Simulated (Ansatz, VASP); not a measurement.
## CoSi2: VASP beside Ansatz

```
Co Si
1.0
     0.00000    2.65642    2.65642
     2.65642    0.00000    2.65642
     2.65642    2.65642    0.00000
Co Si
1 2
Direct
  0.00000 0.00000 0.00000
  0.75000 0.75000 0.75000
  0.25000 0.25000 0.25000
```

The cell comes from a database or a generator and needn't be the stable form of this composition.

Alike in both runs: task relaxation of cell and atoms; functional PBE; k mesh 13 × 13 × 13; occupations methfessel-paxton of order 1, width 0.1 eV; no spin polarisation.

|  | VASP | Ansatz |
| --- | --- | --- |
| version | VASP 6.6.1 | Ansatz 0.2.0 |
| potentials or method | VASP PAW PBE potentials, release 64 (Co, Si) | plane-wave PAW DFT |
| plane-wave cutoff (eV) | 600 | 420 |
| valence electrons in the cell | 17 | 25 |

|  | VASP | Ansatz | Ansatz less VASP |
| --- | --- | --- | --- |
| relaxed volume (Å³/atom) | 12.82 | 12.83 | +0.017 |
| relaxed cell length with the largest relative difference (Å) | 3.789 | 3.790 | +0.0016 |
| energy change over the relaxation (meV/atom) | -5 | -5 | -0.5 |

The two sets of potentials don't hold the same shells in valence.

Spin polarisation is off, so any magnetic state and its effect on volume and gap are missing.
